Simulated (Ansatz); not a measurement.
The system is Nb.

```
Nb
1.0
    -1.66395    1.66395    1.66395
     1.66395   -1.66395    1.66395
     1.66395    1.66395   -1.66395
Nb
1
Direct
  0.00000 0.00000 0.00000
```

Base run:

| Quantity | Value |
| --- | --- |
| Program | Ansatz 0.2.0 |
| Functional | PBEsol |
| Potentials or basis | Ansatz PAW |
| Cutoff | 420 eV (not typed: the program's choice for these potentials) |
| k mesh | 11 × 11 × 11 |
| Occupations | fermi-dirac, width 0.05 eV |
| Spin | no spin polarisation |

Its results: band gap on the k mesh none (metal or under the smearing width); pressure -7.8 GPa.

Question: After a change of settings the same cell gave: band gap on the k mesh none (metal or under the smearing width); pressure -3.2 GPa. Which change was it?
A. functional from PBEsol to revPBE
B. functional from PBEsol to BLYP
C. functional from PBEsol to r2SCAN; cutoff from 420 eV (not typed: the program's choice for these potentials) to 500 eV (not typed: the program's choice for these potentials)
D. functional from PBEsol to LDA

Answer: C.

Caveats: the PAW data sets come from PBE, with cores solved anew for the run's functional, which leaves a small shift of forces and pressure.

Runs at the PBE level aren't shown here.
